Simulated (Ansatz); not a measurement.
## Be2C in Ansatz: convergence with smearing width

Crystal: Be2C.

```
C Be
1.0
     0.00000    2.16500    2.16500
     2.16500    0.00000    2.16500
     2.16500    2.16500    0.00000
C Be
1 2
Cartesian
  0.0000 0.0000 0.0000
  3.2475 3.2475 3.2475
  1.0825 1.0825 1.0825
```

- Program: Ansatz 0.2.0
- Task: convergence study
- Functional: PBE
- Potentials or basis: Ansatz NC
- Cutoff: 1800 eV (not typed: the program's choice for these potentials)
- k mesh: 9 × 9 × 9
- Occupations: gaussian, width 0.3 eV
- Spin: no spin polarisation

These are the settings of the first run; the series varies smearing width, with any setting tied to it.

Hardware: 2 threads of Arm Neoverse V1 (shared host).

```tsv
smearing width	energy less the tightest run, at zero smearing (meV/atom)	SCF cycles	CPU time (s)	peak memory (GiB)
0.3 eV	0.00	7	2.6	0.34
0.2 eV	0.00	7	2.7	0.34
0.15 eV	0.00	7	2.7	0.34
0.1 eV	0.00	7	2.8	0.34
0.05 eV	0.00	7	2.7	0.34
0.025 eV	0.00	7	2.7	0.34
0.01 eV	0.00	7	2.7	0.34
0.005 eV	0.00	7	2.6	0.34
```

Against the tightest run, the energy stays within 1 meV/atom from 0.3 eV on. The tightest run that finished is the yardstick and may itself not be fully converged.
